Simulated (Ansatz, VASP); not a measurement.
**Pb: VASP beside Ansatz**

```
Pb
1.0
     3.41040    0.00000    0.00000
    -1.70520    2.95349    0.00000
     0.00000    0.00000    5.59000
Pb
2
Cartesian
  0.0000 1.9690 1.3975
  1.7052 0.9845 4.1925
```

Change from the starting cell: equal xx and yy strain of -2 %, crystal datasets.

Alike in both runs: task electric field gradients; functional PBE; k mesh 12 × 12 × 7; occupations fermi-dirac, width 0.05 eV; no spin polarisation.

|  | VASP | Ansatz |
| --- | --- | --- |
| version | VASP 6.6.1 | Ansatz 0.2.0 |
| potentials or method | VASP PAW PBE potentials, release 64 (Pb_d), cutoff 520 eV | all-electron PAW with datasets made for the crystal, scalar-relativistic |

VASP gave:

```
pressure (GPa)                                                 : 6.6
largest component of the traceless stress (GPa)                : 0.09
Vzz of the field gradient on the site that differs most (V/Å²) : -10.4
```

**Question.** What did Ansatz give for the same quantities?

**Answer.** Pressure (GPa): 6.7; largest component of the traceless stress (GPa): 0.12; Vzz of the field gradient on the site that differs most (V/Å²): -10.3.

Ansatz ran all-electron here, so the differences hold the error of VASP's frozen core and of both bases. Ansatz warned: «gradients_without_spin_orbit».

The runs have no spin-orbit coupling, so splittings on Pb are missing.
